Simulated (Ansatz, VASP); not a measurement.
# One calculation of Mg, two programs

Contents of INCAR:

```
PREC = Accurate
ENCUT = 520
EDIFF = 1E-6
ISMEAR = 0
SIGMA = 0.15
LREAL = F
LASPH = T
NELM = 100
ALGO = Fast
ISIF = 2
LWAVE = F
LCHARG = F
NBANDS = 7
```

The input KPOINTS:

```
regular mesh
0
Gamma
  18 18 16
```

POSCAR

```
Mg
1.0
    3.0502998005      0.0000000000      0.0000000000
   -1.5251499003      2.6416371164      0.0000000000
    0.0000000000      0.0000000000      3.0448375700
Mg
1
Direct
    0.0000000000      0.0000000000      0.0000000000
```

Input for Ansatz:

```yaml
crystal:
  lattice:
    - [3.0502998005, 0.0, 0.0]
    - [-1.5251499003, 2.6416371164, 0.0]
    - [0.0, 0.0, 3.04483757]
  atoms:
    - { symbol: Mg, position: [0.0, 0.0, 0.0] }
basis:
  ecutwfc: 420
kpoints:
  mp_grid: { grid: [18, 18, 16] }
hamiltonian:
  xc: lda
scf:
  occupations: { method: gaussian, width: 0.15 }
output:
  forces: true
  stress: true
  eigenvalues: true
```

This isn't the form of Mg at room conditions, which is hcp.

Alike in both runs: task single point; functional LDA; k mesh 18 × 18 × 16; occupations gaussian, width 0.15 eV; no spin polarisation.

|  | VASP | Ansatz |
| --- | --- | --- |
| version | VASP 6.6.1 | Ansatz 0.2.0 |
| potentials or method | VASP PAW LDA potentials, release 64 (Mg) | scalar-relativistic, plane waves, PAW |
| plane-wave cutoff (eV) | 520 | 420 |
| valence electrons in the cell | 2 | 10 |

```tsv
	VASP	Ansatz	Ansatz less VASP
gap on the k mesh at the Fermi level (eV)	none	none	-
pressure (GPa)	-0.8	-0.5	+0.25
largest component of the traceless stress (GPa)	0.07	0.08	+0.007
```

A gap of «none» marks a metal or a gap that the smearing closes. The two sets of potentials don't hold the same shells in valence.
